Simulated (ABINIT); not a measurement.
**Predicting one run from its neighbours: the energy against the mesh, LiI (I4mm, 2 atoms in the cell)**

```xyz
2
Lattice="0.0000 3.0250 3.0250 3.0250 0.0000 3.0250 3.0250 3.0250 0.0000" Properties=species:S:1:pos:R:3 pbc="T T T"
Li     0.0000     0.0000     0.0500
I      3.0250     3.0250     3.0250
```

Computed with PBE, norm-conserving pseudopotentials (PseudoDojo nc-sr-05 PBE standard) (plane waves; ABINIT).

Base settings: pseudos = [Li.upf, I.upf]; ecut = 1007 eV; occopt = 3; tsmear = 0.05 eV; ngkpt = 4 4 4; nshiftk = 1; shiftk = 0 0 0; potentials = PseudoDojo nc-sr-05 PBE standard; nband = 10; kptopt = 1.

The last step of the ladder, which sets the zero, is ngkpt = 18 18 18.

The starting cell has typed, rounded lattice constants, without a prior relaxation at this level. Its lattice was rescaled by up to half a per cent. One atom was moved a little off its site on purpose.

In a gapped crystal the sum over the mesh converges exponentially with the size of the supercell that the mesh stands for: ln(ΔF) = a + b·N.

| ngkpt | divisions along the first axis | F less the last step's (meV/atom) | ln of it |
|---|---|---|---|
| 2 2 2 | 2 | 358.49 | 5.882 |
| 3 3 3 | 3 | 46.35 | 3.836 |
| 4 4 4 | 4 | 7.64 | 2.033 |
| 5 5 5 | 5 | ? | ? |
| 6 6 6 | 6 | 0.29 | -1.238 |

Q: Fit the line to the 4 rows given and predict the withheld one.

A: Means: x̄ = 3.7500, ȳ = 2.6282. Σ(x − x̄)(y − ȳ) = -15.45 and Σ(x − x̄)² = 8.750, so b = -1.765 and a = ȳ − b·x̄ = 9.2470; each further division cuts the miss by a factor of 5.8. The largest residual of the fitted rows is 0.16. At x = 5 the line gives 0.422, that is 1.53 meV/atom. The run gave 1.42 meV/atom, a miss of 0.11 meV/atom (8 %). The table is a window of a longer ladder. The rows were chosen because the form fits them, the withheld one included, so this shows the method and is no test of the form.

Left out of this page: 5 runs of the series outside the window shown, repeating another row's setting, or not comparable.
